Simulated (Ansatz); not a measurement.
**A computed series for InCuS2: response to strain**

The reference is InCuS₂ in the chalcopyrite structure (space group I-42d, No. 122; a = 5.522 Å, c = 11.130 Å). Axes: x, y, z lie along a, b, c of the conventional cell.

Strains are applied to the cell and any free atomic positions relax; under biaxial strain the out-of-plane vector relaxes too; under stress the whole cell relaxes.

Calculations: plane-wave PAW DFT at the r2SCAN level (Ansatz, a first-principles code, 500 eV), no spin-orbit coupling.

Notes on the quantities. energy relative to the base: free energy F; pressure: mean of the normal stresses, compression positive.

| case | energy relative to the base | pressure | shortest interatomic distance | space group | band gap |
|---|---|---|---|---|---|
| base | 0 meV/atom | 0.00 GPa | 2.311 Å | I-42d (No. 122) | 0.36 eV |
| biaxial strain −3.59 %, plane normal [001], relaxed out of plane | +13 meV/atom | 1.92 GPa | 2.293 Å | I-42d (No. 122) | 0.36 eV |
| biaxial strain +0.99 %, plane normal [001], relaxed out of plane | +0.9 meV/atom | -0.47 GPa | 2.317 Å | I-42d (No. 122) | 0.31 eV |
| biaxial strain +1.27 %, plane normal [001], relaxed out of plane | +1.5 meV/atom | -0.60 GPa | 2.318 Å | I-42d (No. 122) | 0.30 eV |
| uniaxial strain ε_zz = −0.41 % | +0.1 meV/atom | 0.31 GPa | 2.307 Å | I-42d (No. 122) | 0.37 eV |
| uniaxial strain ε_zz = +1.18 % | +0.9 meV/atom | -0.85 GPa | 2.322 Å | I-42d (No. 122) | 0.33 eV |
| tensor shear ε_xy = −3.60 % | +13 meV/atom | -0.05 GPa | 2.311 Å | Fdd2 (No. 43) | 0.25 eV |
| uniaxial stress, 1 GPa tension along x | +1.4 meV/atom | – | 2.314 Å | I2_12_12_1 (No. 24) | 0.32 eV |

Stability under load was not tested beyond the relaxation. The final runs are not spin-polarised. A zero or small gap of InCuS2 under biaxial strain +1.27 %, plane normal [001], relaxed out of plane and InCuS2 under tensor shear ε_xy = −3.60 % can be the functional's error rather than a property of the material.
